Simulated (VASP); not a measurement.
Wanted: the native input for a VASP 6.6.1 run.

```yaml
Task: single point
Functional: PBE
Potentials_or_basis: VASP PAW PBE potentials, release 64 (Sr_sv, O)
Cutoff: 520 eV
k_mesh: 9 × 9 × 6
Occupations: gaussian, width 0.02 eV
Spin: no spin polarisation
Dipole_correction: no
Further_INCAR_settings: ALGO = Normal; EDIFF = 1e-06; NBANDS = 24
```

The structure of SrO lies in POSCAR:

```
SrO
1.0
    3.6720034453      0.0000000000      0.0000000000
   -1.8360017226      3.1800482664      0.0000000000
    0.0000000000      0.0000000000      5.8654667478
Sr O
2 2
Direct
    0.3333333300      0.6666666700      0.2500000000
    0.6666666700      0.3333333300      0.7500000000
    0.0000000000      0.0000000000      0.0000000000
    0.0000000000      0.0000000000      0.5000000000
```

Measurements of this composition are mostly on another form, of space group No. 225.

The cell isn't the ideal one: strained and moved within the space group.

One way to write it, as run:

INCAR

```
SYSTEM = SrO
  PREC = Accurate
  ENCUT = 520
  EDIFF = 1E-6
  ISMEAR = 0
  SIGMA = 0.02
  LREAL = .False.
  LASPH = .True.
  NELM = 100
  ALGO = Normal
  ISIF = 2
  LWAVE = .False.
  LCHARG = .False.
  GGA = PE
  NBANDS = 24
```

KPOINTS

```
Automatic mesh
0
Gamma
  9 9 6
  0 0 0
```

Potentials or basis: VASP PAW PBE potentials, release 64 (Sr_sv, O).

Launch:

```console
$ cat potpaw_PBE.64/Sr_sv/POTCAR potpaw_PBE.64/O/POTCAR > POTCAR
$ mpirun -np 1 vasp_std > vasp.out
```

It gave:

| Property | Result |
| --- | --- |
| Pressure | 2.0 GPa |
| Band gap on the k mesh | 2.45 eV, direct |

Caveat: an odd mesh through Γ misses points on the zone boundary, where band edges often lie.

Wall time 33 s on 1 thread of Intel(R) Xeon(R) 6975P-C (Granite Rapids) (shared host), peak memory 0.22 GiB.
